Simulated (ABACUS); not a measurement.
A run of ABACUS 3.10.1:

File INPUT:

```
INPUT_PARAMETERS
suffix              Ni
calculation         nscf
basis_type          pw
pseudo_dir          ./
symmetry            -1
dft_functional      GGA_X_SOGGA+GGA_C_PBE
ecutwfc             98.0
pseudo_rcut         10
nspin               2
nbands              20
ks_solver           dav
smearing_method     fd
smearing_sigma      0.00367493
scf_thr             1e-08
scf_nmax            100
mixing_type         broyden
mixing_beta         0.4
init_chg            file
pw_diag_thr         1e-07
out_band            1
kpar                4
```

Contents of STRU:

```
ATOMIC_SPECIES
Ni 58.6934 Ni.upf

LATTICE_CONSTANT
1.8897261246

LATTICE_VECTORS
0.0000000000 1.7375729330 1.7375729330
1.7375729330 0.0000000000 1.7375729330
1.7375729330 1.7375729330 0.0000000000

ATOMIC_POSITIONS
Direct

Ni
0.0
1
0.0000000000 0.0000000000 0.0000000000 1 1 1 mag 1
```

Contents of KPT:

```
K_POINTS
12
Line
0.00000000 0.00000000 0.00000000 10 // G
0.50000000 0.00000000 0.50000000 10 // X
0.50000000 0.25000000 0.75000000 10 // W
0.37500000 0.37500000 0.75000000 10 // K
0.00000000 0.00000000 0.00000000 10 // G
0.50000000 0.50000000 0.50000000 10 // L
0.62500000 0.25000000 0.62500000 10 // U
0.50000000 0.25000000 0.75000000 10 // W
0.50000000 0.50000000 0.50000000 10 // L
0.37500000 0.37500000 0.75000000 1 // K
0.62500000 0.25000000 0.62500000 10 // U
0.50000000 0.00000000 0.50000000 1 // X
```

Potentials or basis: PseudoDojo NC SR 0.4.1 PBEsol standard, plane waves.

Run with:

```sh
$ OMP_NUM_THREADS=1 mpirun -np 4 abacus > log
```

Hardware: 4 MPI ranks on Intel(R) Xeon(R) Platinum 8488C (Sapphire Rapids), with other jobs on the host.

**Question.** Estimate the wall time of this run.

**Answer.** It took 6.3 s on 4 MPI ranks on Intel(R) Xeon(R) Platinum 8488C (Sapphire Rapids), with other jobs on the host, peak memory 0.36 GiB a rank. Counts: scf iterations 1, k points 102, bands 20, ranks 4.
